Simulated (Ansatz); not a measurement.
Structure: MgO built on the CsCl prototype, at its r2SCAN minimum. The symmetry is Pm-3m (No. 221, cubic); a = 2.623 Å in the conventional setting, 9.03 Å³ an atom. Mg is surrounded by 8 O at 2.27 Å; O is surrounded by 8 Mg at 2.27 Å.

The questions ask for values computed with the plane-wave code Ansatz on this geometry. The cell comes from a prototype generator: it can be a known phase or a hypothetical one. Spin polarisation is off.

Given (10×10×10 mesh): With PBE the valence top lies at M and the conduction bottom at Γ, 2.64 eV higher; the smallest vertical gap, at Γ, is 3.66 eV.

Question: How does the gap change from PBE to LDA (10×10×10)?

Answer: LDA gives an indirect gap of 2.57 eV, from M to Γ; the least direct gap is 3.60 eV at Γ. The gap differs by -0.07 eV from PBE's.

Question: Estimate the gap with DDH-PBE0 on 6×6×6.

Answer: DDH-PBE0 gives an indirect gap of 5.12 eV, from M to Γ; the least direct gap is 6.22 eV at Γ. The share of exact exchange is 0.269. The gap differs by +2.48 eV from PBE's.

Question: Order these levels by the gap that they give, smallest first.
A. PBE0
B. HSE06
C. r2SCAN
D. DDH-PBE0
E. PBE
F. Hartree-Fock
G. LDA

Answer: G (2.57 eV), E (2.64 eV), C (3.49 eV), B (4.20 eV), A (4.94 eV), D (5.12 eV), F (12.94 eV).

Question: How strongly does the crystal screen a field with clamped ions (r2SCAN)?

Answer: The clamped-ion dielectric constant comes out as 3.40 in all directions. Born charges, averaged over directions: Mg +2.14, O -2.14 e.

Question: Relaxed again with PBEsol, is the cell stable at the zone centre, and where do its optical modes lie?

Answer: The optical mode at Γ lies at 126 cm⁻¹ without the longitudinal term. With the long-range field the highest mode reaches 595 cm⁻¹. The program warns that the force constants, and all that is formed from them, aren't settled on this k mesh.

The meshes of the hybrids are coarse, so their gaps aren't converged to the digits shown.

Set aside, since their points miss a band edge that the other levels read or their mesh is too coarse: LC-ωPBE.
